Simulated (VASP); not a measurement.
# Sn (P-1) in VASP: reference runs

Reference runs on Sn: the cell as given.

Everything below comes from runs of VASP 6.6.1. Logs are shortened: lines on timing, memory, paths and dates and some standing lists are left out, and cuts for length are marked.

### 1 The cell of the first run

The typed cell holds 2 atoms: a = 3.282 Å, b = 3.282 Å, c = 5.359 Å, α = 90.00°, β = 90.00°, γ = 109.47°.

### 2 Single point, PBE (a zone-boundary wave of random shape, sigma 0.4 Å)

Input file INCAR:

```
SYSTEM = Sn
  PREC = Accurate
  ENCUT = 520
  EDIFF = 1E-7
  ISMEAR = -1
  SIGMA = 0.05
  LREAL = .False.
  LASPH = .True.
  NELM = 100
  ALGO = Normal
  ISIF = 2
  LWAVE = .False.
  LCHARG = .False.
  GGA = PE
  NBANDS = 21
```

Input file KPOINTS:

```
Automatic mesh
0
Gamma
  9 9 5
  0 0 0
```

Input file POSCAR:

```
Sn
1.0
   -1.8946518200      1.8946518200      1.8946518200
    1.8946518200     -1.8946518200      1.8946518200
    3.7893036400      3.7893036400      0.0000000000
Sn
2
Direct
    0.8076080800      0.9593421800      0.9443947300
    0.6923919200      0.5406578200      0.5556052700
```

Potentials or basis: VASP PAW PBE potentials, release 64 (Sn_d).

Started as:

```bash
> cat potpaw_PBE.64/Sn_d/POTCAR > POTCAR
> mpirun -np 1 vasp_std > vasp.out
```

OUTCAR:

```text
SYSTEM = Sn
   PREC = Accurate
   ENCUT = 520
   EDIFF = 1E-7
   ISMEAR = -1
   LREAL = .False.
   LASPH = .True.
   NELM = 100
   ISIF = 2
   GGA = PE

 ion  position               nearest neighbor table
   1  0.808  0.959  0.944-   2 2.45   2 2.93   2 3.52   2 3.57
   2  0.692  0.541  0.556-   1 2.45   1 2.93   1 3.52   1 3.57

  LATTYP: Found a base centered orthorhombic cell.
 ALAT       =     3.7893036400
 B/A-ratio  =     1.4142135624
 C/A-ratio  =     1.4142135624

  Lattice vectors:

 A1 = (  -1.8946518200,   1.8946518200,   1.8946518200)
 A2 = (   1.8946518200,  -1.8946518200,   1.8946518200)
 A3 = (   3.7893036400,   3.7893036400,   0.0000000000)

Analysis of symmetry for initial positions (statically):
=====================================================================
 Subroutine PRICEL returns:
 Original cell was already a primitive cell.

 Routine SETGRP: Setting up the symmetry group for a
 base centered orthorhombic supercell.

 Subroutine GETGRP returns: Found  2 space group operations
 (whereof  1 operations were pure point group operations)
 out of a pool of  8 trial point group operations.

The static configuration has the point symmetry C_1 .
 The point group associated with its full space group is S_2 .

Analysis of symmetry for dynamics (positions and initial velocities):
=====================================================================
 Subroutine PRICEL returns:
 Original cell was already a primitive cell.

 Routine SETGRP: Setting up the symmetry group for a
 base centered orthorhombic supercell.

 Subroutine GETGRP returns: Found  2 space group operations
 (whereof  1 operations were pure point group operations)
 out of a pool of  8 trial point group operations.

The dynamic configuration has the point symmetry C_1 .
 The point group associated with its full space group is S_2 .

 Subroutine INISYM returns: Found  2 space group operations
 (whereof  1 operations are pure point group operations),
 and found     1 'primitive' translations

----------------------------------------------------------------------------------------

                                     Primitive cell

  volume of cell :      54.4099

  direct lattice vectors                    reciprocal lattice vectors
    -1.894651820  1.894651820  1.894651820    -0.131950365  0.131950365  0.263900731
     1.894651820 -1.894651820  1.894651820     0.131950365 -0.131950365  0.263900731
     3.789303640  3.789303640  0.000000000     0.131950365  0.131950365  0.000000000

  length of vectors
     3.281633215  3.281633215  5.358884600     0.323211067  0.323211067  0.186605996

  position of ions in fractional coordinates (direct lattice)
     0.807608080  0.959342180  0.944394730
     0.692391920  0.540657820  0.555605270

  ion indices of the primitive-cell ions
   primitive index   ion index
                 1           1
                 2           2

----------------------------------------------------------------------------------------

 KPOINTS: Automatic mesh

Automatic generation of k-mesh.
 Grid dimensions read from file:
 generate k-points for:    9    9    5

 Generating k-lattice:

  Cartesian coordinates                     Fractional coordinates (reciprocal lattice)
    -0.014661152  0.014661152  0.029322303     0.111111111  0.000000000  0.000000000
     0.014661152 -0.014661152  0.029322303     0.000000000  0.111111111  0.000000000
     0.026390073  0.026390073  0.000000000     0.000000000  0.000000000  0.200000000

  Length of vectors
     0.035912341  0.035912341  0.037321199

  Shift w.r.t. Gamma in fractional coordinates (k-lattice)
     0.000000000  0.000000000  0.000000000

 Subroutine IBZKPT returns following result:
 ===========================================

 Found    203 irreducible k-points:

 Following reciprocal coordinates:
            Coordinates               Weight
  0.000000  0.000000  0.000000      1.000000
  0.111111  0.000000  0.000000      2.000000
  0.000000  0.111111  0.000000      2.000000
  0.222222  0.000000  0.000000      2.000000
  0.000000  0.222222  0.000000      2.000000
  0.333333  0.000000  0.000000      2.000000
[... 16 lines left out ...]
 -0.111111  0.111111  0.000000      2.000000
  0.222222  0.222222  0.000000      2.000000
 [... further k-points ...]
   k-points           NKPTS =    203   k-points in BZ     NKDIM =    203   number of bands    NBANDS=     21
   number of dos      NEDOS =    301   number of ions     NIONS =      2
   total plane-waves  NPLWV =  23040
   dimension x,y,z NGX =    24 NGY =   24 NGZ =   40
   dimension x,y,z NGXF=    48 NGYF=   48 NGZF=   80
   ions per type =               2
   NGX,Y,Z   is equivalent  to a cutoff of  12.16, 12.16, 12.41 a.u.
   NGXF,Y,Z  is equivalent  to a cutoff of  24.32, 24.32, 24.82 a.u.
 SYSTEM =  Sn
   PREC   = accura    normal or accurate (medium, high low for compatibility)
   ISTART =      0    job   : 0-new  1-cont  2-samecut
   ICHARG =      2    charge: 1-file 2-atom 10-const
   ISPIN  =      1    spin polarized calculation?
   LNONCOLLINEAR =      F non collinear calculations
   LSORBIT =      F    spin-orbit coupling
   LASPH  =      T    aspherical Exc in radial PAW
   ENCUT  =  520.0 eV  38.22 Ry    6.18 a.u.   6.10  6.10  9.96*2*pi/ulx,y,z
   NELM   =    100;   NELMIN=  2; NELMDL= -5     # of ELM steps
   EDIFF  = 0.1E-06   stopping-criterion for ELM
   LREAL  =      F    real-space projection
   EDIFFG = 0.1E-05   stopping-criterion for IOM
   NSW    =      0    number of steps for IOM
   IBRION =     -1    ionic relax: 0-MD 1-quasi-New 2-CG
   NFREE  =      0    steps in history (QN), initial steepest desc. (CG)
   ISIF   =      2    stress and relaxation
   ISYM   =      2    0-nonsym 1-usesym 2-fastsym
   POTIM  = 0.5000    time-step for ionic-motion
   TEBEG  =    0.0;   TEEND  =   0.0 temperature during run
   PSTRESS=    0.0 pullay stress
   NELECT =      28.0000    total number of electrons
   NUPDOWN=      -1.0000    fix difference up-down
   EMIN   =  10.00;   EMAX   =-10.00  energy-range for DOS
   EFERMI =   0.00;   METHOD = LEGACY
   ISMEAR =    -1;   SIGMA  =   0.05  broadening in eV -4-tet -1-fermi 0-gaus
   EFERMI_NEDOS =   21; number of points for ismear=-14 and -15
   IALGO  =     38    algorithm
   IMIX   =      4    mixing-type and parameters
     AMIX     =   0.40;   BMIX     =  1.00
     AMIX_MAG =   1.60;   BMIX_MAG =  1.00
  volume/ion in A,a.u.               =      27.20       183.59
  Fermi-wavevector in a.u.,A,eV,Ry     =   1.311902  2.479136 23.416813  1.721087
  Thomas-Fermi vector in A             =   2.442332
   LORBIT       =      0    0 simple, 1 ext, 2 COOP (PROOUT), +10 PAW based schemes
   GGA     = PE    functional components
   LHFCALC =     F    Hartree Fock is set to
   AEXX    =    0.0000 exact exchange contribution
   IVDW    =     0    specifies the selected vdW correction
   LEPSILON=     F    determine dielectric tensor
   LRPA    =     F    only Hartree local field effects (RPA)
 non-spin polarized calculation
  energy-cutoff  :      520.00
  volume of cell :       54.41
 maximum number of plane-waves:      1483
   NGX = 13   NGY = 13   NGZ = 19

 number of electron      27.9999986 magnetization

 Free energy of the ion-electron system (eV)
  ---------------------------------------------------
  ext. energy  EPLUGINS =         0.00000000
  ---------------------------------------------------
  free energy    TOTEN  =        -6.24114348 eV

  energy without entropy =       -6.23256376  energy(sigma->0) =       -6.23685362

 E-fermi :   8.0052     XC(G=0): -10.2100

 val. band max:        8.0037867468   @ k =   0.0000   0.1111  -0.4000
 cond. band min:       8.0233475339   @ k =   0.4444   0.3333   0.2000
 fundamental gap:      0.0195607871
 Fermi energy:         8.0051677892

 k-point     1 :       0.0000    0.0000    0.0000
  band No.  band energies     occupation
      1     -14.2379      2.00000
      2     -13.9489      2.00000
      3     -13.8097      2.00000
      4     -13.8010      2.00000
      5     -13.6518      2.00000
      6     -13.6026      2.00000
[... 13 lines left out ...]
     20      18.0569      0.00000
     21      19.6274      0.00000

 k-point     2 :       0.1111    0.0000    0.0000
  band No.  band energies     occupation
      1     -14.2337      2.00000
      2     -13.9485      2.00000
      3     -13.8128      2.00000
      4     -13.7997      2.00000
      5     -13.6373      2.00000
      6     -13.5992      2.00000
[... 13 lines left out ...]
     20      18.2478      0.00000
     21      18.5302      0.00000

 k-point     3 :       0.0000    0.1111    0.0000
  band No.  band energies     occupation
      1     -14.2414      2.00000
      2     -13.9262      2.00000
      3     -13.8051      2.00000
      4     -13.7934      2.00000
      5     -13.6645      2.00000
      6     -13.5979      2.00000
[... 13 lines left out ...]
     20      17.9793      0.00000
     21      18.7615      0.00000

 k-point     4 :       0.2222    0.0000    0.0000
  band No.  band energies     occupation
      1     -14.2240      2.00000
      2     -13.9490      2.00000
      3     -13.8324      2.00000
      4     -13.7868      2.00000
      5     -13.6146      2.00000
      6     -13.5845      2.00000
[... 13 lines left out ...]
     20      18.0662      0.00000
     21      18.4538      0.00000

 k-point     5 :       0.0000    0.2222    0.0000
  band No.  band energies     occupation
      1     -14.2475      2.00000
      2     -13.8813      2.00000
      3     -13.8060      2.00000
      4     -13.7577      2.00000
      5     -13.6908      2.00000
      6     -13.5897      2.00000
[... 13 lines left out ...]
     20      18.6018      0.00000
     21      19.4243      0.00000
[... 382 lines left out ...]
     20      17.8087      0.00000
     21      18.2175      0.00000

 k-point    22 :       0.1111   -0.2222    0.0000
  band No.  band energies     occupation
      1     -14.2426      2.00000
      2     -13.8808      2.00000
      3     -13.8132      2.00000
      4     -13.7486      2.00000
      5     -13.6851      2.00000
      6     -13.5912      2.00000
[... 13 lines left out ...]
     20      18.0522      0.00000
     21      19.3016      0.00000

 k-point    23 :      -0.1111    0.1111    0.0000
  band No.  band energies     occupation
      1     -14.2366      2.00000
      2     -13.9254      2.00000
      3     -13.8108      2.00000
      4     -13.7884      2.00000
      5     -13.6551      2.00000
      6     -13.5963      2.00000
[... 13 lines left out ...]
     20      17.6827      0.00000
     21      18.2032      0.00000

 k-point    24 :       0.2222    0.2222    0.0000
  band No.  band energies     occupation
      1     -14.2332      2.00000
      2     -13.8790      2.00000
      3     -13.8343      2.00000
      4     -13.7413      2.00000
      5     -13.6516      2.00000
      6     -13.5734      2.00000
[... 13 lines left out ...]
     20      20.7590      0.00000
     21      21.0616      0.00000

 [... further k-points ...]

------------------------ aborting loop because EDIFF is reached ----------------------------------------

  FORCE on cell =-STRESS in cart. coord.  units (eV):
  Direction    XX          YY          ZZ          XY          YZ          ZX
  --------------------------------------------------------------------------------------
  -------------------------------------------------------------------------------------
  Total        8.4714587      3.6132662      2.4889863      3.2175656      0.9238685      4.4461740
  in kB      249.4540493    106.3977198     73.2917113     94.7457581     27.2046115    130.9238644
  external PRESSURE =     143.0478268 kB  Pullay stress =       0.0000000 kB

 VOLUME and BASIS-vectors are now :
 -----------------------------------------------------------------------------
  energy-cutoff  :      520.00
  volume of cell :       54.41
      direct lattice vectors                 reciprocal lattice vectors
    -1.894651820  1.894651820  1.894651820    -0.131950365  0.131950365  0.263900731
     1.894651820 -1.894651820  1.894651820     0.131950365 -0.131950365  0.263900731
     3.789303640  3.789303640  0.000000000     0.131950365  0.131950365  0.000000000

 POSITION                                       TOTAL-FORCE (eV/Angst)
 -----------------------------------------------------------------------------------
      3.86608      3.29112      3.34776         4.310845      2.836675      1.711301
      1.81787      2.39284      2.33620        -4.310845     -2.836675     -1.711301
 -----------------------------------------------------------------------------------
    total drift:                               -0.000000     -0.000000      0.000000

  FREE ENERGIE OF THE ION-ELECTRON SYSTEM (eV)
  ---------------------------------------------------
  free  energy   TOTEN  =        -6.2411434795 eV

  energy  without entropy=       -6.2325637554  energy(sigma->0) =       -6.23685362
```

Wall time 1.9 min (1 thread of Intel Xeon Platinum 8259CL at 2.50GHz (Skylake/Cascade Lake), shared host); peak memory 0.29 GiB.

Results:

| Property | Result |
| --- | --- |
| Free energy | -6.2411 eV |
| Pressure | 14.3 GPa |
| Largest force | 5.437 eV/Å |
| Band gap on the k mesh | none (metal or under the smearing width) |

Forces in eV/Å, atoms in the order of the input:
```
Sn   4.311  2.837  1.711
Sn  -4.311 -2.837 -1.711
```

Levels at points of the mesh, in eV from the Fermi level:
| k point | band 12 | band 13 | band 14 | band 15 | band 16 | band 17 |
| --- | --- | --- | --- | --- | --- | --- |
| (0.00, 0.00, 0.00) | -6.04 | -3.98 | 3.61 | 4.00 | 6.60 | 6.65 |

Caveat: forces of over 1 eV/Å show positions far from the minimum, so gaps and moduli don't describe the material at rest.
